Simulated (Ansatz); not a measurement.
# Sc2Al: the cost of one run

Program: Ansatz 0.2.0. Level of theory: DFT PBE, scalar-relativistic, plane waves, PAW. These are calculated values, not measurements.

## Step 1: Starting point

The structure is hexagonal, space group P-62m (No. 189). The conventional cell has a = 5.084 Å, b = 5.084 Å, c = 4.693 Å, α = 90.00°, β = 90.00°, γ = 120.00°. Around Sc (site symmetry -62m) lie 6 Sc at 2.89 Å and 6 Al at 2.94 Å. Sc (site symmetry m2m) is surrounded by 8 Sc at 2.89 to 2.94 Å and 4 Al at 2.89 Å. Al (site symmetry -6) is surrounded by 9 Sc at 2.89 to 2.94 Å and 3 Al at 2.94 Å.

As a file:

```
Sc Al
1.0
     5.08396    0.00000    0.00000
    -2.54198    4.40284    0.00000
     0.00000    0.00000    4.69338
Sc Al
4 2
Direct
  0.00000 0.00000 0.00000
  0.33333 0.00000 0.50000
  0.00000 0.33333 0.50000
  0.66667 0.66667 0.50000
  0.66667 0.33333 0.00000
  0.33333 0.66667 0.00000
```

The start is an ordering of an alloy on its end members' structure types: elements ordered on the sites of the Re type, Al/Sc on Re (P-62m, No. 189).

## Step 2: Probe: one point on a coarse mesh

File input.yaml:

```yaml
crystal:
  lattice:
    - [5.08396256, 0.0, 0.0]
    - [-2.54198128, 4.40284073, 0.0]
    - [0.0, 0.0, 4.69338469]
  atoms:
    - { symbol: Sc, position: [0.0, 0.0, 0.0] }
    - { symbol: Sc, position: [0.33333333, 0.0, 0.5] }
    - { symbol: Sc, position: [0.0, 0.33333333, 0.5] }
    - { symbol: Sc, position: [0.66666667, 0.66666667, 0.5] }
    - { symbol: Al, position: [0.66666667, 0.33333333, 0.0] }
    - { symbol: Al, position: [0.33333333, 0.66666667, 0.0] }
basis:
  ecutwfc: 420
kpoints:
  mp_grid: { grid: [6, 6, 4] }
hamiltonian:
  xc: pbe
scf:
  occupations: { method: gaussian, width: 0.1 }
  lower_state_search: "off"
output:
  forces: true
  stress: true
  eigenvalues: true
```

Started as:

```
ansatz run input.yaml --threads 1 --pin off --max-ram 2560MiB --backend cpu --events-out ev --progress --plain --runs-dir out
```

**Question.** How long does this run take on 1 thread of Intel Xeon Platinum 8488C (Sapphire Rapids), shared host, and how much memory does it need?

About 4.1 s, with a peak of 0.39 GiB.
